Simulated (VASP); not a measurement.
A run of VASP 6.6.1 is set up as follows.

The input INCAR:

```
PREC = Accurate
ENCUT = 600
EDIFF = 1E-7
ISMEAR = 0
SIGMA = 0.03
LREAL = F
LASPH = T
NELM = 80
ALGO = Normal
ISIF = 3
LWAVE = F
LCHARG = F
GGA = PE
IBRION = 2
NSW = 90
EDIFFG = -0.005
KPAR = 2
```

File KPOINTS:

```
regular mesh
0
Gamma
  9 9 2
```

The input POSCAR:

```
GaS                                     
1.0
    3.6275512985      0.0000000000      0.0000000000
   -1.8137756492      3.1415515754     -0.0000000000
    0.0000000000     -0.0000000000     17.1636488569
  Ga              S             
     4     4
Direct
     0.3333333300000021    0.6666666699999979    0.1780104333682567
     0.6666666699999979    0.3333333300000021    0.6780104333682569
     0.3333333300000021    0.6666666699999979    0.3219895666317434
     0.6666666699999979    0.3333333300000021    0.8219895666317431
     0.3333333300000021    0.6666666699999979    0.6147869839168619
     0.6666666699999979    0.3333333300000021    0.1147869839168616
     0.3333333300000021    0.6666666699999979    0.8852130160831381
     0.6666666699999979    0.3333333300000021    0.3852130160831383
```

Potentials or basis: VASP PAW PBE potentials, release 64 (Ga_d, S).

Command:

```console
$ cat potpaw_PBE.64/Ga_d/POTCAR potpaw_PBE.64/S/POTCAR > POTCAR
$ mpirun -np 2 vasp_std > vasp.out
```

**Question.** Estimate the relaxed volume.

**Answer.** 24.97 Å³/atom.

**Question.** What does it give for the space group after relaxing (to 0.05 Å)?

**Answer.** P6_3/mmc (No. 194).

The path:
```tsv
step	energy change (eV)	largest force (eV/Å)	pressure (GPa)	volume (Å³)
1	0.0000	0.0082	0.04	195.60
2	0.0000	0.0093	0.00	195.75
3	0.0000	0.0103	-0.02	195.87
4	0.0000	0.0097	0.03	195.83
5	0.0000	0.0104	-0.06	195.86
6	0.0000	0.0101	0.00	195.84
7	0.0000	0.0102	-0.03	195.85
8	-0.0001	0.0048	0.03	195.72
9	-0.0001	0.0052	0.02	195.74
10	-0.0001	0.0063	0.01	195.79
11	-0.0001	0.0075	0.01	195.83
12	-0.0001	0.0110	0.00	195.90
13	-0.0001	0.0099	0.01	195.92
14	-0.0002	0.0086	0.01	195.94
15	-0.0002	0.0071	0.01	195.99
16	-0.0003	0.0039	0.01	196.08
17	-0.0004	0.0102	0.05	196.27
18	-0.0005	0.0318	0.09	196.65
19	-0.0005	0.0321	0.08	196.68
20	-0.0005	0.0328	0.07	196.75
21	-0.0005	0.0341	0.06	196.91
22	-0.0006	0.0367	0.06	197.23
23	-0.0008	0.0420	0.04	197.86
24	-0.0010	0.0518	0.00	199.13
25	-0.0012	0.0308	-0.03	199.39
26	-0.0013	0.0093	-0.05	199.79
27	-0.0013	0.0100	-0.06	199.81
28	-0.0013	0.0069	-0.04	199.79
29	-0.0013	0.0085	-0.01	199.78
30	-0.0013	0.0121	0.02	199.76
31	-0.0013	0.0095	0.00	199.78
32	-0.0013	0.0016	0.01	199.77
```

Caveat: this functional lacks dispersion, which binds the layers, so the pressure and a relaxed spacing across them are unreliable. PBE usually gives volumes a little too large and moduli too small.
